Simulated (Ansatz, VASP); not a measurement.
# Ir: VASP beside Ansatz

```
Ir
1.0
     0.00000    1.91929    1.91929
     1.91929    0.00000    1.91929
     1.91929    1.91929    0.00000
Ir
1
Direct
  0.00000 0.00000 0.00000
```

Alike in both runs: functional PBE; dispersion D4; k mesh 13 × 13 × 13; occupations methfessel-paxton of order 1, width 0.05 eV; no spin polarisation.

Ansatz relaxed the structure, and its values are those at the end. VASP's run is a single point on that final structure, the one shown.

|  | VASP | Ansatz |
| --- | --- | --- |
| version | VASP 6.6.1 | Ansatz 0.2.0 |
| potentials or method | VASP PAW PBE potentials, release 64 (Ir) | plane waves, PAW |
| plane-wave cutoff (eV) | 520 | 450 |
| valence electrons in the cell | 9 | 17 |

|  | VASP | Ansatz | Ansatz less VASP |
| --- | --- | --- | --- |
| pressure (GPa) | 0.6 | 0.0 | -0.63 |
| dispersion energy (meV/atom) | -924.1 | -923.9 | +0.19 |

The two sets of potentials don't hold the same shells in valence.

Caveats: pairwise dispersion overbinds metals, which lowers pressure and volume. Spin-orbit coupling is left out, which matters for the levels of Ir.
